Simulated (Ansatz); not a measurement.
# CoPdO2 (R-3m) in Ansatz: band structure with r2SCAN

Aim: the band structure of CoPdO2 with r2SCAN.

All numbers are computed with Ansatz 0.2.0; they aren't measurements. Logs are shortened: lines on timing, memory, paths and dates and some standing lists are left out, and cuts for length are marked.

## 1. Starting point

The structure is trigonal, space group R-3m (No. 166). The conventional cell has a = 2.863 Å, b = 2.863 Å, c = 17.873 Å, α = 90.00°, β = 90.00°, γ = 120.00°. Pd (site symmetry -3m) has 2 O at 2.01 Å as nearest neighbours. Around Co (site symmetry -3m) lie 6 O at 1.92 Å. Around O (site symmetry 3m) lie 3 Co at 1.92 Å and 1 Pd at 2.01 Å.

The cell is a database's computed one.

## 2. Band structure, r2SCAN, non-collinear spin, ferromagnetic start, spin-orbit coupling

Input file input.yaml:

```yaml
crystal:
  lattice:
    - [1.4316899074, 0.8265865534, 5.9577715763]
    - [-1.4316899074, 0.8265865534, 5.9577715763]
    - [0.0, -1.6531731068, 5.9577715763]
  atoms:
    - { symbol: Pd, position: [0.0, 0.0, 0.0] }
    - { symbol: Co, position: [0.5, 0.5, 0.5], spin: 2.001, spin_axis: [1.155, 1.155, 1.155] }
    - { symbol: O, position: [0.112476, 0.112476, 0.112476] }
    - { symbol: O, position: [0.887524, 0.887524, 0.887524] }
hamiltonian:
  xc: r2scan
  pseudopotentials: { kind: paw_fr }
magnetization:
  noncollinear: true
  spin_orbit: true
kpoints:
  mp_grid: { grid: [8, 8, 8] }
  band_path:
    path:
      - [[0.0, 0.0, 0.0], [0.5, 0.0, 0.0], [0.5, 0.1794993571, -0.1794993571]]
      - [[0.8205006429, 0.5, 0.1794993571], [0.5, 0.5, 0.5], [0.0, 0.0, 0.0], [0.3397496785, 0.0, -0.3397496785]]
      - [[0.6602503215, 0.3397496785, 0.0], [0.5, 0.5, 0.0], [0.6602503215, 0.6602503215, 0.1794993571], [0.5, 0.5, 0.5]]
      - [[0.5, 0.0, 0.0], [0.8205006429, 0.3397496785, 0.3397496785]]
    npoints: 14
scf:
  occupations: { method: fermi_dirac, width: 0.05 }
  n_extra_bands: 10
output:
  forces: true
  stress: true
  eigenvalues: true
  fatbands: true
  write_density: true
  write_potential: true
  elf: true
  volumetric_format: npy
```

Potentials or basis: Ansatz PAW.

Started as:

```sh
$ ansatz run input.yaml --threads 2 --pin off --max-ram 5632MiB --backend cpu --events-out ev --progress --plain --runs-dir out
```

Output:

```text
Warning: RAYON_NUM_THREADS=2 ignored (pool sized by the plan → 2); use --threads N
basis.fft_grid_basis auto: the FFT boxes are laid along the combinations [[1, -1, 0], [0, 1, 0], [0, -1, 1]] of the cell's own vectors, 2.863, 6.183 and 2.863 Å long. The dense box has 24×48×24 points. Along the cell's own vectors, as sized, it would have 48×48×48, 4.00 times as many. basis.fft_grid_basis: typed keeps the cell's own vectors: state it where this run's energies or levels are differenced outside the engine with another run's, or held beside a run that keeps those vectors. Those combinations have planes normal to reciprocal vector 3, as the cell's own vectors have. Each planar average written beside output.write_density, output.write_potential has a row for each plane of the box: 24. The volumetric files lie along those combinations, not along the cell's own vectors: a cube or XSF file states them, and fields.json those of NumPy files.
scf.n_extra_bands = 10 over 47 filled bands (N_el = 47.0): the run solves 57 bands
Engine: ansatz 0.2.0, aarch64-unknown-linux-gnu
Pseudopotentials: kind: paw_fr
Pseudopotential: Pd, paw_fr, valence charge 18, recommended cutoff 500 eV (meta_gga), Pd.paw.azcp#standard-fr
Pseudopotential: Co, paw_fr, valence charge 17, recommended cutoff 500 eV (meta_gga), Co.paw.azcp#standard-fr
Pseudopotential: O, paw_fr, valence charge 6, recommended cutoff 500 eV (meta_gga), O.paw.azcp#standard-fr
Functional definition: r2SCAN
  parameter k0 = 0.174
  parameter k1 = 0.065
  parameter a1 = 4.9479
  exchange = r2scan_x(k0 = k0, k1 = k1, a1 = a1)
  correlation = r2scan_c
Crystal: 4 atoms, lattice volume = 42.303 Å³
Basis set: ecut = 500 eV, 1077 PW (Γ), FFT grids on a1−a2, a2, −a2+a3, exchange–correlation on 96×192×96 points (64 copies of the dense FFT grid, shifted against one another)
Bands: 57, of which v1, the nominal top of the filled ones, is band 47 counted from 1 (46 counted from 0)
Symmetry: 2 space group operations
Magnetic group: BNS 2.4 (UNI 4), of the structure as read, at distance tolerance 3.5e-5 Å
k-points: 260 of 512
Projection manifold: j_resolved (fully-relativistic pseudo-atomic orbitals)
Non-local potential: Pd, projectors of the file, l = 0: 2, l = 1: 4, l = 2: 4, l = 3: 2
Non-local potential: Co, projectors of the file, l = 0: 3, l = 1: 4, l = 2: 6, l = 3: 2
Non-local potential: O, projectors of the file, l = 0: 2, l = 1: 4, l = 2: 2
PAW form: soft (Blöchl's): semilocal exchange-correlation on the pseudo side does not see the compensation charge
PAW frozen core: Pd, regenerated for the run's functional (the file was generated under x = pbe(κ = 0.804, μ = 0.2195149727645171), c = pbe(β = 0.06672455060314922))
PAW frozen core: Co, regenerated for the run's functional (the file was generated under x = pbe(κ = 0.804, μ = 0.2195149727645171), c = pbe(β = 0.06672455060314922))
PAW frozen core: O, regenerated for the run's functional (the file was generated under x = pbe(κ = 0.804, μ = 0.2195149727645171), c = pbe(β = 0.06672455060314922))
PAW one-centre angular grid: Pd, 590 points (default); XC on 224 Gauss nodes
PAW one-centre angular grid: Co, 590 points (default); XC on 224 Gauss nodes
PAW one-centre angular grid: O, 302 points (default); XC on 160 Gauss nodes
Initial density: superposition of atomic densities (chi_scale 0.1, normalization cell, long waves kept (reshape's long-wave potential 0.33 eV rms))
Starting moments: Σ|m| = 2.001 μB on 1 of 4 sites
Initial wavefunctions: pseudopotential atomic-orbital guess
Functional: x = r2scan, c = r2scan; τ floored in thin density (d = 2e-4 eV/Å³)
SCF iter   1: F=—  HF=-13251.011964 eV  |F-HF|=—  |Δ(HF+E_count)|=         —  Δρ=5.27e-1  dr2=1.75e2  dr2_τ=7.79e-1  dr2_m=4.23e0  ethr=3.10e-3  |M|=4.71e-1 ∫|m|=7.44e-1 μB  |m|>n=0.0e0 m-floor=0.0e0 τ_xc=2.2e-17  β_m=1.00  ⟨swp⟩=8.9  Hψ=75616  notcnv=0  defer=118
[... 21 lines left out ...]
SCF iter  19: F=—  HF=-13244.780430 eV  |F-HF|=—  |Δ(HF+E_count)|=   3.04e-7  Δρ=1.08e-5  dr2=2.82e-8  dr2_τ=7.00e-10  dr2_m=1.59e-9  ethr=2.13e-10  |M|=4.19e-4 ∫|m|=5.23e-4 μB  |m|>n=0.0e0 m-floor=0.0e0 τ_xc=3.9e-9  β_m=1.20  ⟨swp⟩=16.2  Hψ=110132  notcnv=0  κ⁻¹=1.6e-5(r=8)
SCF iter  20: F=—  HF=-13244.780430 eV  |F-HF|=—  |Δ(HF+E_count)|=   8.85e-9  Δρ=6.99e-6  dr2=9.17e-9  dr2_τ=2.63e-10  dr2_m=6.32e-10  ethr=5.99e-11  |M|=2.79e-4 ∫|m|=3.80e-4 μB  |m|>n=0.0e0 m-floor=0.0e0 τ_xc=1.7e-9  β_m=1.20  ⟨swp⟩=7.3  Hψ=82031  notcnv=0  κ⁻¹=1.3e-5(r=8)
SCF iter  21: F=—  HF=-13244.780430 eV  |F-HF|=—  |Δ(HF+E_count)|=   1.15e-8  Δρ=4.30e-6  dr2=3.23e-9  dr2_τ=1.09e-10  dr2_m=3.07e-10  ethr=1.95e-11  |M|=2.29e-4 ∫|m|=2.93e-4 μB  |m|>n=0.0e0 m-floor=0.0e0 τ_xc=1.1e-9  β_m=1.20  ⟨swp⟩=6.9  Hψ=77015  notcnv=0  κ⁻¹=2.5e-5(r=8)
SCF iter  22: F=—  HF=-13244.780430 eV  |F-HF|=—  |Δ(HF+E_count)|=   1.22e-8  Δρ=1.38e-6  dr2=2.71e-10  dr2_τ=2.08e-11  dr2_m=1.43e-10  ethr=6.87e-12  |M|=1.51e-4 ∫|m|=1.70e-4 μB  |m|>n=0.0e0 m-floor=0.0e0 τ_xc=4.5e-10  β_m=1.20  ⟨swp⟩=8.0  Hψ=82579  notcnv=0  κ⁻¹=4.5e-6(r=8)
SCF iter  23: F=—  HF=-13244.780430 eV  |F-HF|=—  |Δ(HF+E_count)|=   1.30e-9  Δρ=9.80e-7  dr2=9.88e-11  dr2_τ=1.31e-11  dr2_m=7.75e-11  ethr=1.00e-12  |M|=1.25e-4 ∫|m|=1.38e-4 μB  |m|>n=0.0e0 m-floor=0.0e0 τ_xc=2.9e-10  β_m=1.20  ⟨swp⟩=6.1  Hψ=72172  notcnv=0  κ⁻¹=2.4e-6(r=8)
SCF iter  24: F=-13244.780430 eV  HF=-13244.780430 eV  |F-HF|=5.71e-10  |Δ(HF+E_count)|=   1.18e-9  Δρ=4.04e-7  dr2=2.70e-11  dr2_τ=4.71e-12  dr2_m=3.74e-11  ethr=1.00e-12  |M|=8.91e-5 ∫|m|=1.01e-4 μB  |m|>n=0.0e0 m-floor=0.0e0 τ_xc=1.1e-10  ⟨swp⟩=6.0  Hψ=70914  notcnv=0
WARN: the starting moments were not kept: the SCF closed with an absolute magnetisation of 1.0e-4 μB, where they sum to 2.001 μB in size (1 site). That is at most 0.1 of that sum. Measured as dr2_m measures the in/out step, that magnetisation stands 5.0e-9 eV from none, at or under the dr2_threshold of 1.0e-7 eV: it is no larger than a step whose dr2_m would equal this threshold. The system may hold no moment; this SCF shows only that its start led to no more than that. To try another start: raise the starting moments (crystal.atoms[].spin, magnetization.per_species, magnetization.initial_magnetization, or on a non-collinear deck that types none of these the spinor_matrix: blocks that start its atoms; where the total moment is fixed, keep their sum and leave initial_magnetization as it is; typed ones take the place of any that the run laid by itself, positive ones on a crystal's lanthanoids without a Hubbard term where scf.initial_density.shell_occupations: [] is typed) or, if the notice of its spin-set hold's release reads "site moments contracting" or "site moments show no strong build", lengthen the hold (scf.mixing.spin_hold: { on: { confirm: 4 } }; for m-r²SCAN on two components see the key's manual first). Each may lead to a state that holds a moment. A second SCF, from the converged charge density, with the starting moments and any scf.initial_density.shell_occupations laid on it anew, would have followed, and was not run: the deck does not ask for one (magnetization.retry_lost_moments is false, the default). To let it run, set magnetization.retry_lost_moments: true and run the deck again, where that key's refused combinations let it; where memory then withholds it, that run's warning says so.
SCF 1 converged in 24 iterations: F = -13244.780430 eV  dr2 = 2.70e-11
NSCF: frozen V_eff on 130 k-points
SCF converged after 24 iterations
Stability not checked: this state was not tested for a lower state beside it, because the mixer in use, unlike msr1, does not test its closes by its own steps (another_mixer; see scf.mixing.algorithm and scf.lower_state_search)
Magnetization: |M| = 0.0001 μB,  M = (+0.0001, +0.0001, +0.0001) μB
Absolute magnetization: 0.0001 μB (∫|m|, with the PAW one-centre terms)
  site 0: m = (+0.0000, +0.0000, +0.0000) μB, |m| = 0.0001 μB  (R = 0.83 Å)
  site 1: m = (+0.0000, +0.0000, +0.0000) μB, |m| = 0.0000 μB  (R = 0.79 Å)
  site 2: m = (+0.0000, +0.0000, +0.0000) μB, |m| = 0.0000 μB  (R = 0.79 Å)
  site 3: m = (+0.0000, +0.0000, +0.0000) μB, |m| = 0.0000 μB  (R = 0.79 Å)
Free energy (F): -13244.780430 eV
Harris-Foulkes:  -13244.780430 eV  (|F-HF|=5.71e-10)
Internal energy: -13244.766826 eV  (E = F + TS)
E sigma→0 (E₀):  -13244.773628 eV
Entropy (-TS):   -0.013604 eV (-3.401 meV/atom)
Fermi energy:    13.872306 eV
--- Per-component energies (eV) ---
  E_band       = -569.344572
  E_kinetic    = 1314.382066
  E_local      = -6096.321051  (includes V_loc(G=0)·N_el)
  E_nonlocal   = 767.853414
  E_hartree    = 2494.021372
  E_xc         = -462.117863
  E_vxc        = -668.582803  (∫ρ·V_xc dr)
  E_paw        = -5602.144423  (= ΣΔE_a)
  E_vpaw       = -918.893535  (= ΣTr[D̂ρ^β])
  E_aug_tail   = 0.002377  (compensation charges beyond the density's cutoff)
  E_vtau       = 44.172295  (kinetic-family band-sum trace: ∫τ·v_τ [+ j·A + Jᵃ·Aᵃ] dr)
  E_ewald      = -5659.630956
  E_core_change = -0.811764  (= ΣΔE_core)
  E_smearing   = -0.013604  (= −TS)
  E_closure    = 0.000000  (closes the sum)
  Σ components = -13244.780430   (vs F -13244.780430, Δ=0.00e0)
--- Forces (eV/Å), atoms counted from 1 ---
  atom   1  Pd     0.00000000     0.00000000     0.00000000
  atom   2  Co     0.00000000     0.00000000     0.00000000
  atom   3  O     -0.00000222     0.00000041     0.26600443
  atom   4  O      0.00000222    -0.00000041    -0.26600443
  max |Σ_I F_I| component: 0.00e0 eV/Å
--- Stress (GPa, compression-positive) ---
       -6.897110      -0.000002      -0.000002
       -0.000002      -6.897138       0.000009
       -0.000002       0.000007      -6.701994
  P = ⅓ Tr σ = -6.8321 GPa (-68.321 kbar)
--- Band table (eV; the first three rows and the last of 260) ---
  k-point 0: bands = ["-84.9583", "-84.9583", "-72.7362", "-72.7361", "-48.0411", "-48.0411", "-46.2240", "-46.2240", "-46.1819", "-46.1819", "-40.6382", "-40.6382", "-36.3976", "-36.3976", "-35.9879", "-35.9878", "-7.8547", "-7.8547", "-6.0347", "-6.0347", "5.4601", "5.4602", "7.9453", "7.9453", "7.9562", "7.9562", "9.0747", "9.0748", "10.1352", "10.1352", "11.1433", "11.1433", "11.1810", "11.1810", "11.1956", "11.1957", "11.5949", "11.5949", "11.9909", "11.9909", "12.0127", "12.0127", "12.3725", "12.3725", "12.5838", "12.5838", "12.6915", "12.6915", "16.3732", "16.3732", "16.3892", "16.3893", "17.2560", "17.2560", "20.9564", "20.9564", "23.8486"]
  k-point 1: bands = ["-84.9575", "-84.9575", "-72.7330", "-72.7329", "-48.0443", "-48.0443", "-46.2302", "-46.2302", "-46.1827", "-46.1827", "-40.6463", "-40.6463", "-36.4035", "-36.4035", "-36.0090", "-36.0089", "-7.6847", "-7.6847", "-6.0253", "-6.0253", "5.6563", "5.6563", "7.5548", "7.5548", "8.0461", "8.0461", "9.3093", "9.3094", "10.2899", "10.2899", "10.5302", "10.5302", "10.6566", "10.6566", "11.2057", "11.2058", "11.7624", "11.7625", "11.9654", "11.9654", "12.1223", "12.1224", "12.4668", "12.4668", "12.7131", "12.7131", "12.7958", "12.7958", "16.0257", "16.0257", "16.2750", "16.2751", "17.5028", "17.5028", "21.7011", "21.7012", "24.2937"]
  k-point 2: bands = ["-84.9556", "-84.9556", "-72.7253", "-72.7252", "-48.0520", "-48.0520", "-46.2455", "-46.2454", "-46.1840", "-46.1840", "-40.6663", "-40.6662", "-36.4190", "-36.4189", "-36.0580", "-36.0579", "-7.2398", "-7.2398", "-6.0155", "-6.0155", "6.1341", "6.1341", "6.9836", "6.9836", "8.2811", "8.2811", "8.5353", "8.5353", "9.9503", "9.9503", "10.0505", "10.0506", "10.4207", "10.4208", "11.5343", "11.5344", "11.8190", "11.8190", "12.1042", "12.1042", "12.4461", "12.4462", "12.6103", "12.6103", "12.9019", "12.9019", "13.0579", "13.0579", "15.5768", "15.5768", "16.0935", "16.0935", "17.8559", "17.8559", "23.2686", "23.2686", "25.2614"]
  k-point 259: bands = ["-84.9583", "-84.9583", "-72.7362", "-72.7361", "-48.0411", "-48.0411", "-46.2240", "-46.2240", "-46.1819", "-46.1819", "-40.6382", "-40.6381", "-36.3976", "-36.3976", "-35.9879", "-35.9878", "-7.7002", "-7.7002", "-6.2728", "-6.2728", "6.6088", "6.6088", "8.0593", "8.0593", "8.0775", "8.0775", "8.2780", "8.2781", "9.1279", "9.1280", "10.4651", "10.4651", "10.5244", "10.5244", "11.2340", "11.2340", "11.6131", "11.6131", "12.0934", "12.0934", "12.0975", "12.0975", "13.0717", "13.0717", "13.1150", "13.1150", "13.2579", "13.2579", "16.1046", "16.1046", "16.1369", "16.1369", "18.5078", "18.5078", "19.7484", "19.7484", "23.8708"]
```

Run time: 14 min. Hardware: 2 threads of Arm Neoverse V1, shared host; peak memory 1.5 GiB.

What came out:

| Item | Value |
| --- | --- |
| Free energy | -13244.7804 eV |
| Pressure | -6.8 GPa |
| Band gap on the k mesh | none (metal or under the smearing width) |
| Net moment | 0.00 μB per cell |
| Absolute moment | 0.00 μB per cell |

Levels at the corners of the path, in eV from the Fermi level:
```tsv
point	band 44	band 45	band 46	band 47	band 48	band 49
Γ	-1.50	-1.29	-1.29	-1.18	-1.18	2.50
L	-1.04	-0.27	-0.27	1.09	1.09	1.80
B1	-1.22	-0.94	-0.94	0.70	0.70	1.84
B	-1.22	-0.94	-0.94	0.70	0.70	1.84
Z	-0.80	-0.76	-0.76	-0.61	-0.61	2.23
Γ	-1.50	-1.29	-1.29	-1.18	-1.18	2.50
X	-1.24	-0.91	-0.91	0.69	0.69	1.85
Q	-1.24	-0.91	-0.91	0.69	0.69	1.85
F	-1.05	-0.28	-0.28	0.55	0.55	2.40
P1	-1.06	-0.29	-0.29	0.64	0.64	2.30
Z	-0.80	-0.76	-0.76	-0.61	-0.61	2.23
L	-1.04	-0.27	-0.27	1.09	1.09	1.80
P	-1.06	-0.29	-0.29	0.64	0.64	2.30
```

Moments on the atoms (μB; x, y, z):
```
Pd  0.00 0.00 0.00
Co  0.00 0.00 0.00
O   0.00 0.00 0.00
O   0.00 0.00 0.00
```

Caveat: the magnetic or orbital state may not be the lowest; semilocal functionals often make such compounds metallic where correlation or magnetic order opens a gap, which also shifts bond lengths; the PAW data sets come from PBE, with cores solved anew for the run's functional, which leaves a small shift of forces and pressure; the starting moments weren't kept.
